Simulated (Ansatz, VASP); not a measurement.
GaSb in VASP and in Ansatz

Contents of INCAR:

```
ALGO = Normal
EDIFF = 1E-7
ENCUT = 520
GGA = CA
ISIF = 2
ISMEAR = 0
LASPH = True
LCHARG = False
LREAL = False
LWAVE = False
NBANDS = 16
NELM = 100
PREC = Accurate
SIGMA = 0.05
```

KPOINTS

```
k-points
0
Gamma
  10 10 10
```

POSCAR

```
GaSb
1.0
   -2.7534340000      2.7534340000      1.5907070000
    2.7534340000     -2.7534340000      1.5907070000
    2.7534340000      2.7534340000     -1.5907070000
Sb Ga
1 1
Direct
    0.0000000000      0.0000000000      0.0000000000
    0.7500000000      0.2500000000      0.5000000000
```

Contents of input.yaml:

```yaml
crystal:
  lattice:
    - [-2.753434, 2.753434, 1.590707]
    - [2.753434, -2.753434, 1.590707]
    - [2.753434, 2.753434, -1.590707]
  atoms:
    - { symbol: Sb, position: [0.0, 0.0, 0.0] }
    - { symbol: Ga, position: [0.75, 0.25, 0.5] }
kpoints:
  mp_grid: { grid: [10, 10, 10] }
scf:
  occupations: { method: gaussian, width: 0.05 }
hamiltonian:
  xc: lda
  pseudopotentials: { kind: all_electron, lapw: { basis_error: 0.001 } }
output:
  forces: true
  stress: true
  eigenvalues: true
```

Measurements of this composition are mostly on another form, of space group No. 216.

Alike in both runs: task single point; functional LDA; k mesh 10 × 10 × 10; occupations gaussian, width 0.05 eV; no spin polarisation.

```csv
,VASP,Ansatz
version,VASP 6.6.1,Ansatz 0.2.0
potentials or method,"VASP PAW LDA potentials, release 64 (Sb, Ga_d)","all-electron LAPW, scalar-relativistic"
plane-wave cutoff (eV),520,see its input
```

|  | VASP | Ansatz | Ansatz less VASP |
| --- | --- | --- | --- |
| gap on the k mesh at the Fermi level (eV) | none | none | - |
| pressure (GPa) | -4.2 | -4.3 | -0.08 |
| largest component of the traceless stress (GPa) | 0.42 | 0.39 | -0.027 |

A gap of «none» marks a metal or a gap that the smearing closes. Ansatz ran all-electron here, so the differences hold the error of VASP's frozen core and of both bases.

The runs have no spin-orbit coupling, so splittings on Sb are missing.
